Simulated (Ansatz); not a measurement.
# BP: the change of band gap and smallest direct gap on path with volume per atom

Periodic Kohn-Sham DFT of a crystal at fixed atoms; Kohn-Sham levels at symmetry points; band -1 is the highest filled and +1 the lowest empty one at that point, spin up along a +z start moment. The results are calculated, by Ansatz 0.2.0.

Cell of the first row (space group F-43m, No. 216):
```
BP
1.0
      0.0000     2.2227     2.2227
      2.2227     0.0000     2.2227
      2.2227     2.2227     0.0000
B P
1 1
Direct
  0.00000 0.00000 0.00000
  0.75000 0.75000 0.75000
```

Settings of every row: method all-electron LAPW; functional LDA; relativity scalar; k mesh 12x12x12; filling fermi-dirac; smearing width 0.08 eV; basis error target 0.5 meV/atom; nucleus gaussian.

Atom start moment: 0 on all atoms.

Limits: semilocal functionals tend to give too small a gap.

```csv
row,volume per atom (Å³),band gap (eV),smallest direct gap on path (eV)
1,10.981,1.108,3.481
2,11.214,1.135,3.444
3,11.448,1.161,3.409
4,11.565,1.173,3.393
5,11.682,1.185,3.378
6,11.798,?,?
7,11.915,1.209,3.348
8,12.149,1.233,3.32
9,12.383,1.254,3.294
```

Question: what band gap and smallest direct gap on path should row 6 give?

Worked fit of band gap. Take t = volume per atom − 12, in Å³. The shown rows have t = -1.019, -0.786, -0.552, -0.435, -0.318, -0.085, 0.149, 0.383. Least squares give band gap = 1.2177 + 0.09873 × t − 0.00866 × t² eV; a straight line predicts inner rows, each left out in turn, worse (root mean square 0.0013 against 0.00057 eV). The rows lie off it by 0.000, 0.000, 0.000, 0.000, 0.000, 0.000, 0.001, 0.000. The withheld row has t = -0.202, so the fit gives 1.2177 + 0.09873 × (-0.202) − 0.00866 × (-0.202)² = 1.197 eV.

The calculation gave 1.198 eV. The fit lies 0.001 eV (0.68 % of the column's range) below it, one unit of the last digit.

Worked fit of smallest direct gap on path. Take t = volume per atom − 12, in Å³. The shown rows have t = -1.019, -0.786, -0.552, -0.435, -0.318, -0.085, 0.149, 0.383. Least squares give smallest direct gap on path = 3.3373 − 0.11997 × t + 0.02039 × t² eV; a straight line predicts inner rows, each left out in turn, worse (root mean square 0.0032 against 0.00055 eV). The rows lie off it by 0.000, 0.000, -0.001, 0.000, 0.000, 0.000, 0.000, 0.000. The withheld row has t = -0.202, so the fit gives 3.3373 − 0.11997 × (-0.202) + 0.02039 × (-0.202)² = 3.362 eV.

The calculation gave 3.362 eV. The fit meets it to the printed digit.
